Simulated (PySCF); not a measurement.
Isomers C₇H₈O:

A. SMILES CC/C=C\C#CC=O
B. SMILES C=C1C=C/C1=C\CO
C. `c1cc(C2CC2)co1`
D. SMILES c1ccc(CO)cc1

Spectrum 1. 1H NMR (500 MHz, computed): δ 7.72 (m, 2H), 7.68 (m, 2H), 7.66 (m, 1H), 4.82 (s, 2H), 0.08 (br s, 1H). 13C{1H} NMR (computed): δ 148.3 (C), 134.8 (CH), 134.7 (CH), 133.6 (CH), 72.4 (CH2).

Spectrum 2. 1H NMR (500 MHz, computed): δ 7.59 (m, 1H), 7.42 (m, 1H), 6.08 (m, 1H), 1.73 (m, 1H), 0.93 (m, 2H), 0.55 (m, 2H). 13C{1H} NMR (computed): δ 148.2 (CH), 143.9 (CH), 136.4 (C), 111.7 (CH), 11.4 (CH2), 9.9 (CH).

Spectrum 3. 1H NMR (500 MHz, computed): δ 7.32 (d, 1H), 7.16 (d, 1H), 5.67 (t, 1H), 5.08 (m, 1H), 5.01 (m, 1H), 4.59 (d, 2H), 0.24 (br s, 1H). 13C{1H} NMR (computed): δ 156.1 (C), 154.8 (CH), 151.8 (CH), 148.5 (C), 119.3 (CH), 101.0 (CH2), 65.9 (CH2).

Spectrum 4. 1H NMR (500 MHz, computed): δ 9.75 (s, 1H), 6.81 (m, 1H), 5.99 (d, 1H), 2.70 (m, 2H), 1.15 (t, 3H). 13C{1H} NMR (computed): δ 179.9 (CH), 169.2 (CH), 113.2 (CH), 101.8 (C), 97.7 (C), 30.6 (CH2), 15.6 (CH3).

Non-relativistic, a single conformation, equivalent nuclei averaged, no solvent model. Shieldings: GIAO PBE0/pcSseg-1; geometry from GFN2-xTB; PySCF 2.14.

Referencing at the same level of theory: TMS for 1H, 13C. Where no couplings were computed, multiplicities follow the n + 1 count of equivalent neighbours, and m marks all less simple cases (inequivalent or close neighbours, rings, F or P nearby). Shifts are as computed. Against solution values, carbons near 30 ppm lie about +3 ppm off and those near 130 ppm about +5 ppm. Of 1211 compounds with measured shifts, 218 miss one by over three times the rms of a fit or turn the order of signals round; such compounds aren't used in these exercises. OH and NH positions are gas-phase values without hydrogen bonding to other molecules.

**Question.** Which spectrum belongs to which compound?

**Answer.** 1–D, 2–C, 3–B, 4–A.

- Spectrum 1 (D): 5 13C signals; δC 134.8 is an aromatic CH; δC 134.7 is an aromatic CH.
- Spectrum 2 (C): 6 13C signals; δC 11.4 is a three-membered-ring carbon; δC 9.9 is a three-membered-ring carbon.
- Spectrum 3 (B): 7 13C signals; δC 156.1 is a fully substituted alkene carbon; δC 154.8 is an alkene CH.
- Spectrum 4 (A): 7 13C signals; δC 179.9 is an aldehyde carbonyl carbon; δC 113.2 is an alkene CH.
